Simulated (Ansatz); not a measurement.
W:

```
W
1.0
     0.00000    2.03000    2.03000
     2.03000    0.00000    2.03000
     2.03000    2.03000    0.00000
W
1
Cartesian
  0.0000 0.0000 0.0000
```

This isn't the form of W at room conditions, which is bcc.

Program: Ansatz 0.2.0. Alike in all runs: cell as given; k mesh 11 × 11 × 11.

**Question.** Order these runs on this cell by their pressure, lowest first.
A. level BLYP; potentials or basis PseudoDojo stringent (PBEsol files); spin non-collinear, ferromagnetic start, SOC; cutoff (eV) 1007; smearing cold 0.05 eV; other keys scf.mixing.algorithm = broyden; scf.mixing.beta = 0.05
B. level PBEsol; potentials or basis Ansatz PAW; spin non-collinear, ferromagnetic start, SOC; cutoff (eV) 420; smearing fermi-dirac 0.05 eV; other keys scf.eigensolver.kind = davidson
C. level LDA; potentials or basis JTH PAW LDA; spin off; cutoff (eV) 1290; smearing tetrahedron

**Answer.** C (-17.6 GPa), B (-12.2 GPa), A (5.0 GPa).

Caveats: the starting moments weren't kept (some runs); the thresholds are loose for stress (some runs); the PAW data sets come from PBE, with cores solved anew for the run's functional, which leaves a small shift of forces and pressure (some runs); the potentials were made for another functional, which shifts forces and pressure (some runs); so large a pressure means that the cell lies far from this level's equilibrium, or that cutoff or potentials fall short (some runs); with tetrahedron occupations forces and stress needn't match the slope of the energy (some runs).

Runs at the PBE level aren't shown here.
